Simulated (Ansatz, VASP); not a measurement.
Two plane-wave programs on GaP

INCAR

```
PREC = Accurate
ENCUT = 520
EDIFF = 1E-6
ISMEAR = -1
SIGMA = 0.05
LREAL = F
LASPH = T
NELM = 100
ALGO = Normal
ISIF = 2
LWAVE = F
LCHARG = F
GGA = RE
NBANDS = 16
```

KPOINTS

```
Automatic mesh
0
Gamma
  8 8 8
```

File POSCAR:

```
GaP
1.0
    0.0000000000      2.7069591804      2.7069591804
    2.7069591804      0.0000000000      2.7069591804
    2.7069591804      2.7069591804      0.0000000000
Ga P
1 1
Direct
    0.0000000000      0.0000000000      0.0000000000
    0.7500000000      0.7500000000      0.7500000000
```

The input input.yaml:

```yaml
crystal:
  lattice:
    - [0.0, 2.7069591804, 2.7069591804]
    - [2.7069591804, 0.0, 2.7069591804]
    - [2.7069591804, 2.7069591804, 0.0]
  atoms:
    - { symbol: Ga, position: [0.0, 0.0, 0.0] }
    - { symbol: P, position: [0.75, 0.75, 0.75] }
hamiltonian:
  xc: revpbe
  pseudopotentials: { kind: paw }
kpoints:
  mp_grid: { grid: [8, 8, 8] }
scf:
  occupations: { method: fermi_dirac, width: 0.05 }
output:
  forces: true
  stress: true
  eigenvalues: true
  write_density: true
  write_potential: true
  elf: true
  volumetric_format: npy
```

Alike in both runs: task single point; functional revPBE; k mesh 8 × 8 × 8; occupations fermi-dirac, width 0.05 eV; no spin polarisation.

|  | VASP | Ansatz |
| --- | --- | --- |
| version | VASP 6.6.1 | Ansatz 0.2.0 |
| potentials or method | VASP PAW PBE potentials, release 64 (Ga_d, P) | Ansatz PAW |
| plane-wave cutoff (eV) | 520 | 420 |
| valence electrons in the cell | 18 | 18 |

Ansatz gave:

```
gap on the k mesh at the Fermi level (eV) : 1.67
least direct gap on the mesh (eV)         : 2.09
pressure (GPa)                            : 5.9
```

What did VASP give for the same quantities?

gap on the k mesh at the Fermi level (eV): 1.67; least direct gap on the mesh (eV): 2.09; pressure (GPa): 5.8.

Caveats: the PAW data sets were made with another functional, which shifts forces and pressure a little (VASP); the PAW data sets come from PBE, with cores solved anew for the run's functional, which leaves a small shift of forces and pressure (Ansatz). A k mesh can miss the band edges. Expect the measured gap to be larger: semilocal functionals such as revPBE lack the derivative discontinuity.
